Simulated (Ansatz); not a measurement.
Crystal: I.

```
I
1.0
     3.63503   -2.39502    0.00000
     3.63503    2.39502    0.00000
     0.00000    0.00000    9.79344
I
4
Direct
  0.64930 0.35070 0.38440
  0.14930 0.85070 0.11560
  0.35070 0.64930 0.61560
  0.85070 0.14930 0.88440
```

Base run:

| Property | Result |
| --- | --- |
| Program | Ansatz 0.2.0 |
| Functional | PBEsol |
| Potentials or basis | all-electron LAPW, scalar-relativistic |
| Cutoff | 253 eV (chosen from the basis error) |
| Basis error allowed | 0.002 eV/atom |
| k mesh | 7 × 7 × 3 |
| Occupations | fermi-dirac, width 0.05 eV |
| Spin | no spin polarisation |

Its results: band gap on the k mesh 1.29 eV, indirect (least direct gap 1.38 eV); pressure 0.1 GPa; largest force 0.759 eV/Å.

The run is repeated on the same cell with these changes: functional from PBEsol to LDA. What comes out?

Band gap on the k mesh 1.24 eV, indirect (least direct gap 1.32 eV); pressure -0.9 GPa; largest force 0.724 eV/Å.

LDA binds more tightly than PBEsol, so the same cell stands under less pressure.

Caveats: spin-orbit coupling is left out, which moves the levels of the heavy elements.
